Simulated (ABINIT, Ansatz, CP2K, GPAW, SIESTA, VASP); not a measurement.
## One calculation of Nb, 6 ways

```
Nb
1.0
     2.71964    0.00000    0.00000
     0.00000    2.71964    0.00000
     0.00000    0.00000    2.71964
Nb
1
Direct
  0.50000 0.50000 0.50000
```

This isn't the form of Nb at room conditions, which is bcc.

Alike in all runs: task single point; functional PBE; k mesh 10 × 10 × 10; occupations fermi-dirac, width 0.05 eV; no spin polarisation; no spin-orbit coupling. Pressure is positive in compression and, in plane waves, holds the error of the finite cutoff, which Ansatz's Pulay term estimates and takes out.

```
                                                                                   program and potentials  plane-wave cutoff (eV)         notes  band gap (eV)  pressure (GPa)
                                                               GPAW, GPAW PAW data sets (gpaw-data 1.2.1)                     600             -         no gap           -0.06
                                                                    Ansatz, Ansatz PAW (earlier soft set)                     420             -         no gap            0.52
                                                                        VASP, PBE PAW files Nb_sv, 520 eV                     520             -         no gap            0.35
SIESTA, files PseudoDojo sr-pbe-0.4.1-standard, DZP (energy shift 0.003 Ry; two zetas on semicore shells)                       -  atomic basis         no gap            2.23
                                                                                 ABINIT, JTH PAW PBE v2.0                     435             -         no gap            0.08
                                            CP2K, POTENTIAL_UZH Nb GTH-PBE-q13; TZVP-MOLOPT-PBE-GTH basis                       -  atomic basis         no gap            1.33
```

None finds a gap. The pressure spans -0.06 (GPAW, GPAW PAW data sets (gpaw-data 1.2.1)) to 2.23 GPa (SIESTA, files PseudoDojo sr-pbe-0.4.1-standard, DZP (energy shift 0.003 Ry; two zetas on semicore shells)). The pressure on the cell as given of SIESTA, files PseudoDojo sr-pbe-0.4.1-standard, DZP (energy shift 0.003 Ry; two zetas on semicore shells) lies far from the others; the cause wasn't traced. Rows in atomic bases carry the error of their basis and grid, which can be large.

The functional is the same throughout but for its coding, so the spread measures potentials, basis and numerics; runs on potential files found faulty are left out.
